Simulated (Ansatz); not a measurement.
ScAl: pressure against volume

ScAl, Pm-3m, a = 3.369 Å. The structure is a Materials Project entry; whether it is the stable form wasn't checked. Ansatz: r2SCAN, PAW, 500 eV, Γ-centred 12×12×12 mesh on 2 atoms, Gaussian smearing 0.10 eV; no spin polarisation. Symmetry fixes shape and atoms, so the cell is only scaled; pressure is positive in compression.

| V (Å³/atom) | P (GPa) |
| --- | --- |
| 17.974 | 5.80 |
| 18.547 | 2.72 |
| 19.121 | 0.04 |
| 19.695 | -2.24 |
| 20.268 | ? |

Task: Take V0 = 19.121 Å³/atom, count pressures from its P0 = 0.04 GPa, fit the third-order Birch–Murnaghan form to the other rows, and predict the missing pressure.

Result: With the Eulerian strain f = ½[(V0/V)^(2/3) − 1] and y = (P − P0)/[3f(1 + 2f)^(5/2)], the form is the line y = B0 + 1.5 B0 (B0′ − 4) f. Rows (f, y): 0.02105, 82.3; 0.01026, 82.8; -0.00976, 81.8. Means f = 0.007183, y = 82.300; Σ(Δf)² = 0.0004888, ΣΔfΔy = 0.01001; the slope is their ratio. y = 82.15 + 20.48 f GPa, so B0 = 82.2 GPa and B0′ = 4 + 2 × (20.48)/(3 × 82.15) = 4.17. At V = 20.268, f = -0.01905, y = 81.76 and P = -4.20 GPa. The run gave -4.17 GPa, so the fit is 0.03 GPa too low, a small miss on the scale of the series. The form still works here, 33 % of the fitted range beyond its end.